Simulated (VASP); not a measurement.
## PbSe (Clausthalite): single point with PBE

**Experimental background.**

A printed reference work, monograph reports, for a bulk crystal of PbSe at 4.2 K: band gap 0.15 eV (direct).

Crystal: PbSe (Clausthalite).

```
Pb Se
1.0
     0.00000    3.06065    3.06065
     3.06065    0.00000    3.06065
     3.06065    3.06065    0.00000
Pb Se
1 1
Direct
  0.00000 0.00000 0.00000
  0.50000 0.50000 0.50000
```

* Program: VASP 6.6.1
* Task: single point
* Functional: PBE
* Potentials or basis: VASP PAW PBE potentials, release 64 (Pb_d, Se)
* Cutoff: 520 eV
* k mesh: 8 × 8 × 8
* Occupations: gaussian, width 0.028 eV
* Spin: no spin polarisation
* Dipole correction: no
* Further INCAR settings: ALGO = Normal; EDIFF = 1e-06; NBANDS = 17

- Pressure: 2.4 GPa
- Band gap on the k mesh: 0.29 eV, direct

Levels at points of the mesh, in eV from the valence-band top:
```csv
k point,band 8,band 9,band 10,band 11,band 12,band 13
"(0.00, 0.00, 0.00)",-1.88,-1.88,-1.88,4.71,4.71,4.71
"(0.50, 0.00, 0.00)",-1.47,-1.47,0.00,0.29,1.70,1.70
"(0.50, 0.50, 0.00)",-4.98,-3.24,-3.24,3.69,5.61,5.61
```

Run time: 37 s on 1 thread of Intel Xeon 6975P-C, on a shared host, peak memory 0.19 GiB.

Against the measured gap of PbSe, 0.15 eV (direct; 4.2 K; a printed reference work, monograph), the calculated 0.29 eV is off by +0.14 eV. 2 values of this kind are on record (0.15 to 0.28 eV); this one was drawn at random. Spin-orbit coupling on Pb, Se is left out. The value is that of PBE on a finite k mesh, which can miss the band edges, without temperature or zero-point motion.

Caveat: spin-orbit coupling is left out, which moves the levels of the heavy elements.
